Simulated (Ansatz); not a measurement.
# Ni (Ni, omega (AlB2-type)): the cost of one run

Computed with Ansatz 0.2.0 (DFT PBE, plane waves (420 eV) with PAW, scalar-relativistic, unless a step says otherwise).

## Step 1: The structure to begin with

The structure is hexagonal, space group P6/mmm (No. 191). Conventional cell: a = 3.954 Å, b = 3.954 Å, c = 2.424 Å, α = 90.00°, β = 90.00°, γ = 120.00°. Around Ni (site symmetry 6/mmm) lie 14 Ni at 2.42 to 2.58 Å. Ni (site symmetry -6m2) is surrounded by 11 Ni at 2.28 to 2.58 Å.

Coordinates:

```cif
data_structure
_symmetry_space_group_name_H-M 'P6/mmm'
_symmetry_Int_Tables_number 191
_cell_length_a 3.9541
_cell_length_b 3.9541
_cell_length_c 2.4238
_cell_angle_alpha 90.000
_cell_angle_beta 90.000
_cell_angle_gamma 120.000
_cell_volume 32.82
loop_
_atom_site_label
_atom_site_type_symbol
_atom_site_symmetry_multiplicity
_atom_site_Wyckoff_symbol
_atom_site_fract_x
_atom_site_fract_y
_atom_site_fract_z
_atom_site_occupancy
Ni1 Ni 1 a 0.00000 0.00000 0.00000 1
Ni2 Ni 2 d 0.33333 0.66667 0.50000 1
```

## Step 2: Geometry optimisation

File input.yaml:

```yaml
crystal:
  lattice:
    - [3.9540713024, 0.0, 0.0]
    - [-1.9770356512, 3.4243261962, 0.0]
    - [0.0, 0.0, 2.4238457083]
  atoms:
    - { symbol: Ni, position: [0.0, 0.0, 0.0] }
    - { symbol: Ni, position: [0.3333333333, 0.6666666667, 0.5] }
    - { symbol: Ni, position: [0.6666666667, 0.3333333333, 0.5] }
hamiltonian:
  xc: pbe
  pseudopotentials:
    kind: paw
    azcp:
      Ni: "pseudopotentials/Ni.paw.azcp"
basis:
  ecutwfc: 420
  fft_grid_basis: typed
kpoints:
  mp_grid: { grid: [9, 9, 13], shift: [0, 0, 0] }
magnetization:
  spin_polarized: false
scf:
  occupations: { method: fermi_dirac, width: 0.1 }
relax:
  max_steps: 60
  f_tol: 0.01
  cell: {}
```

What time and memory should one allow on 1 thread of an x86-64 CPU, shared host?

About 38 s, with a peak of 0.55 GiB.
